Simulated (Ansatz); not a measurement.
# Mg: the cost of one run

Program: Ansatz 0.2.0. Level of theory: DFT PBE, scalar-relativistic. These are calculated values, not measurements.

## Step 1: The structure to begin with

It takes space group P6_3/mmc (No. 194, hexagonal). Conventional cell: a = 3.209 Å, b = 3.209 Å, c = 5.210 Å, α = 90.00°, β = 90.00°, γ = 120.00°. Around Mg (site symmetry -6m2) lie 12 Mg at 3.20 to 3.21 Å.

As a file:

```cif
data_structure
_symmetry_space_group_name_H-M 'P6_3/mmc'
_symmetry_Int_Tables_number 194
_cell_length_a 3.2093
_cell_length_b 3.2093
_cell_length_c 5.2103
_cell_angle_alpha 90.000
_cell_angle_beta 90.000
_cell_angle_gamma 120.000
_cell_volume 46.47
loop_
_atom_site_label
_atom_site_type_symbol
_atom_site_symmetry_multiplicity
_atom_site_Wyckoff_symbol
_atom_site_fract_x
_atom_site_fract_y
_atom_site_fract_z
_atom_site_occupancy
Mg1 Mg 2 c 0.33333 0.66667 0.25000 1
```

The file gives the conventional cell by its symmetry; the runs use the cell typed in the input.

Atoms are numbered in the order of the input: Mg1, Mg2.

## Step 2: After the deformation

Space group P6_3/mmc before, P-1 after.

## Step 3: Full-potential LAPW

input.yaml reads:

```yaml
crystal:
  lattice:
    - [3.2092715325, 0.0320927153, 0.0320927153]
    - [-1.5768426594, 2.7632643171, 0.0117467491]
    - [0.0521033, 0.0521033, 5.21033]
  atoms:
    - { symbol: Mg, position: [0.3333333333, 0.6666666667, 0.25] }
    - { symbol: Mg, position: [0.6666666667, 0.3333333333, 0.75] }
kpoints:
  mp_grid: { grid: [12, 12, 7] }
  band_path:
    path:
      - [0.0, 0.0, 0.0]
      - [0.0, -0.5, 0.0]
      - [0.0, 0.0, 0.5]
      - [0.0, 0.0, 0.0]
      - [-0.5, 0.0, 0.0]
      - [-0.5, 0.5, -0.5]
      - [0.0, 0.0, 0.0]
      - [-0.5, 0.0, -0.5]
      - [-0.5, 0.5, 0.0]
    npoints: 5
scf:
  occupations: { method: fermi_dirac, width: 0.08 }
hamiltonian:
  xc: pbe
  pseudopotentials: { kind: all_electron, lapw: { basis_error: 0.0005 } }
output:
  forces: true
  stress: true
  eigenvalues: true
```

The run is started by

```
$ ansatz run input.yaml --threads 1 --pin off --max-ram 3072MiB --backend cpu --events-out ev --progress --plain --runs-dir out
```

What time and memory should one allow on 1 thread of Arm Neoverse V2, shared host?

About 24 s, with a peak of 0.51 GiB.
